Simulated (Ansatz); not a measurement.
**What O vacancy, symmetric start does to BeO**

The parent structure is a 16-atom supercell of BeO in the wurtzite structure (space group P6_3mc, No. 186; a = 2.712 Å, c = 4.405 Å) at its relaxed geometry.

Modification: one O atom is removed, atoms relaxed at fixed cell.

Method: Ansatz (an electronic-structure program), PBE, PAW, cutoff 420 eV, without spin-orbit coupling. Γ-centred 7×7×7 mesh, Fermi–Dirac width 0.01 eV.

| quantity | base | changed | shift |
|---|---|---|---|
| pressure | 0.0 GPa | -3.3 GPa | -3.3 GPa |
| largest displacement of a host atom from its site in the perfect cell | – | 0.03 Å | – |
| mean distance from the defect site to its nearest host atoms | 1.66 Å | 1.63 Å | -0.03 Å |

The magnetic state is the one reached from the starting moments; the real material's order can differ, and small cells can't hold many antiferromagnetic ones. The cell is small, so the values are those of an ordered compound at a high defect concentration; dilute-limit values will differ. The defect started on the symmetric site and kept its symmetry, so it may sit on a saddle. Seeded moments were not kept for O vacancy. The defect cell is spin-polarised and ends with 0.0 μB.
